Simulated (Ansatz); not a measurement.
What a change of settings does to a run on Sr

Structure: COD 9008551, as refined from experiment and not relaxed. It was measured hot, at 887 K. The listed cell was then made from it by scaling, straining or moving an atom.

First run: DFT, PBE, all-electron LAPW, scalar-relativistic (Ansatz 0.2.0).

Command: `ansatz run input.yaml --threads 1 --pin off --max-ram 2048MiB --backend cpu --events-out ev --progress --plain --runs-dir out` The run took 14 s on 1 thread of Arm Neoverse N1, on a shared host, peak memory 0.28 GiB.

```yaml
crystal:
  lattice:
    - [-2.475005261, 2.475005261, 2.328]
    - [2.475005261, -2.475005261, 2.328]
    - [2.475005261, 2.475005261, -2.328]
  atoms:
    - { symbol: Sr, position: [0.0, 0.0, 0.0] }
kpoints:
  mp_grid: { grid: [12, 12, 12] }
scf:
  occupations: { method: fermi_dirac, width: 0.05 }
hamiltonian:
  xc: pbe
  pseudopotentials: { kind: all_electron, lapw: { basis_error: 0.00025 } }
output:
  forces: true
  stress: true
  eigenvalues: true
```

Result: converged; pressure -0.56 GPa; no gap on the k mesh; 8 SCF iterations.

A second run of a changed input logged this at its end:

```
Initial density: superposition of atomic densities (chi_scale 0.1, normalization cell)
Initial wavefunctions: plane waves of lowest kinetic energy (no species holds an atomic orbital)
Functional: x = pbe(κ = 0.804, μ = 0.2195149727645171), c = pbe(β = 0.06672455060314922)
iter 1 solved again at ethr=4.60e-5 eV; its pass at ethr=1.00e-1 eV (dr2=9.19e-3 eV) is discarded
SCF iter   1: F=—  HF=-86519.085017 eV  |F-HF|=—  |Δ(HF+E_count)|=         —  Δρ=2.99e-3  dr2=9.20e-3  ethr=4.60e-5  ⟨swp⟩=3.6  Hψ=15168  notcnv=0
preconditioner: auto → Kerker (q_TF=auto, 2.291 Å⁻¹)  [metal: Δε(μ)=0.006 eV  Ē_g=3.424 eV  σ=0.050 eV  W_gap=0.03  n_scr=12 (ndim 8)  ℏωp=7.0 eV  f_vac=0.000  D(μ)=1.50/eV (n_scr^D=12)]
SCF iter   2: F=—  HF=-86519.090820 eV  |F-HF|=—  |Δ(HF+E_count)|=   5.80e-3  Δρ=2.31e-3  dr2=5.88e-3  ethr=4.60e-5  ⟨swp⟩=2.0  Hψ=7098  notcnv=0
Error: did not converge after 2 iterations: dr2 = 5.88e-3 (threshold 1.00e-7), under the density mixer `msr1`, which `scf.mixing.algorithm: auto` chose by the deck's other keys (type `scf.mixing.algorithm: msr1` to keep it); raise `scf.max_iter`, which need not help a stalled SCF, or adjust the mixing (`scf.mixing`) or, under a smearing, its width (`scf.occupations.width`, in either direction: another width is another result); this SCF holds its density and magnetisation to the symmetry operations that it keeps, and cannot end on a state that breaks one of them: if the state sought breaks one, re-run with `crystal.symmetry.detect: false`, without `crystal.symmetry.time_reversal: true`, on a non-collinear deck whose state breaks time reversal, with `crystal.symmetry.time_reversal: false` beside it (there exact exchange or a DFT+U term alone can polarise the run; a magnetic state wants starting moments), where the deck allows it (that run may end on another state, and need not converge either) — the other mixer that `auto` picks from is left to try (`scf.mixing.algorithm: broyden`); it can need more iterations, either can converge an SCF that the other leaves open, and the two can end on different states; the input reference at `scf.mixing.algorithm` says more, and from which start to try it
```

Task: What was wrong with the input?

Result: Too few SCF iterations, by this change (others could give a like log):
```diff
@@ -10,4 +10,5 @@
 scf:
   occupations: { method: fermi_dirac, width: 0.05 }
+  max_iter: 2
 hamiltonian:
   xc: pbe
```
